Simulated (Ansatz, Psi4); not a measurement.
**Errors in the atomisation enthalpy at 298 K**

7 molecules with oxygen; the atomisation enthalpy at 298 K in kJ/mol, computed less measured. Shapes, held fixed at every level: PBE0-D4/def2-TZVP. Flexible molecules stand in one conformer, not always the lowest. Thermal terms are harmonic and unscaled (PBE0-D4/def2-TZVP); the spin-orbit lowering of the free atoms is taken from their spectra. Programs: Ansatz 0.2.0, Psi4 1.11. Measured values: Active Thermochemical Tables, CRC Handbook of Chemistry and Physics, NIST-JANAF tables.

Levels: A = HF/STO-3G; B = HF/def2-SVP; C = B3LYP/6-31G* (Cartesian functions); D = CCSD(T)/CBS estimate.

| molecule | from tabulated heats | A | B | C | D |
| --- | --- | --- | --- | --- | --- |
| SO2 (sulfur dioxide) | 1072 | -1442 | -772 | -144 | -7 |
| HOCN (cyanic acid) | 1671 | -880 | -685 | -39 | -8 |
| SClO2F (sulfuryl chloride fluoride) | 1533 | -2174 | -1075 | -231 | -7 |
| CH3NO (formamide) | 2286 | -903 | -788 | -29 | -10 |
| C2H3ClO (acetyl chloride) | 2700 | -646 | -807 | -30 | -8 |
| CH4N2O (urea) | 3029 | -1294 | -1093 | -57 | -17 |
| C2H6O (dimethyl ether) | 3175 | -373 | -861 | -9 | -2 |

**Question.** Which level does best on this set, which worst, and which err to one side?

**Answer.** 
| level | kind | mean error | mean absolute error | worst case |
| --- | --- | --- | --- | --- |
| HF/STO-3G | Hartree–Fock | -1101.7 | 1101.7 | SClO2F |
| HF/def2-SVP | Hartree–Fock | -868.7 | 868.7 | CH4N2O |
| B3LYP/6-31G* (Cartesian functions) | global hybrid | -77.0 | 77.0 | SClO2F |
| CCSD(T)/CBS estimate | coupled cluster or CI | -8.4 | 8.4 | CH4N2O |

On this set CCSD(T)/CBS estimate has the smallest mean absolute error and HF/STO-3G the largest. HF/STO-3G is too low in 7 of 7; HF/def2-SVP is too low in 7 of 7; B3LYP/6-31G* (Cartesian functions) is too low in 7 of 7; CCSD(T)/CBS estimate is too low in 7 of 7. The tabulated values of SClO2F, CH4N2O are in doubt (older tables, estimates, or at odds with other calculations) and kept here. Over the 5 molecules whose values aren't doubted the mean absolute errors are A 848.8; B 782.6; C 50.2; D 7.0. Where a negative error exceeds the measured value, the molecule comes out unbound. Hartree–Fock lacks correlation and underbinds. Rows in very small basis sets show the basis more than the method. The CBS estimate extrapolates MP2 from def2-TZVPP and def2-QZVPP and adds CCSD(T) − MP2 in the triple-zeta set, cores frozen. The set is small.
